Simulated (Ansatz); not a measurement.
An input for Ansatz 0.2.0 (K):

run.py

```python
import json

import ase.io
import numpy as np

import ansatz as az

atoms = ase.io.read("K.cif")
atoms.info.pop("occupancy", None)

calculation = (
    az.Crystal.from_ase(atoms)
    .calculation()
    .kpoints(0, 6, 5)
    .functional("pbe", dispersion="d3bjatm")
    .pseudopotentials(kind="paw", accuracy="stringent")
    .scf(extra_bands=12)
    .occupations(method="gaussian", width=0.1)
    .optics(energy_range=(0.0, 14.0), broadening_width=0.05, nscf_kmesh=(7, 8, 7))
    .band_table(publish=True)
)
outcome = calculation.run(threads=2, events_out="events.jsonl")

report = outcome.report
for line in open("events.jsonl"):
    event = json.loads(line)
    if event["event"] == "scf_iter":
        d = event["data"]
        print(f"SCF {d['iter']:3d}  HF = {d['harris_foulkes_ev']:.6f} eV  dr2 = {d['dr2_ev']:.2e} eV")
    elif event["event"] in ("relax_step", "md_step"):
        d = event["data"]
        print(f"{event['event']} {d['step']:3d}  E = {d['lagrangian_ev']:.6f} eV")
np.set_printoptions(precision=5, suppress=True, linewidth=110)
print("converged:", report["converged"], "after", report["n_iterations"], "iterations")
print(f"free energy {report['free_energy_ev']:.6f} eV, Fermi level {report['fermi_energy_ev']:.4f} eV")
for key in ("band_edges_ev", "magnetization_mub", "site_moments_mub", "site_moments_nc_mub", "forces_ev_ang",
                "stress_gpa"):
    if report.get(key) is not None:
        print(key, np.array(report[key]), sep="\n")
```

K.cif

```cif
data_K
_cell_length_a 4.67670289
_cell_length_b 4.58345683
_cell_length_c 4.71835315
_cell_angle_alpha 108.52859886
_cell_angle_beta 109.70818871
_cell_angle_gamma 109.47419592
_space_group_name_H-M_alt 'P1'
_space_group_name_Hall 'P 1'
_space_group_IT_number 1
loop_
_space_group_symop_operation_xyz
'x,y,z'
loop_
_atom_site_label
_atom_site_type_symbol
_atom_site_symmetry_multiplicity
_atom_site_Wyckoff_symbol
_atom_site_fract_x
_atom_site_fract_y
_atom_site_fract_z
_atom_site_occupancy
K1 K 1 a 0.0334840000 0.0244080000 0.0227260000 1
```

Potentials or basis: SSSP precision PAW.

Command:

```console
$ python run.py
```

How does this run end?

The run stopped without a result. It printed:

Output:

```text
Traceback (most recent call last):
  File "run.py", line 22, in <module>
  [frames inside libraries left out]
ansatz.RefusalError: invalid value for `kpoints.mp_grid.grid`: each dimension must be in 1..=255
```
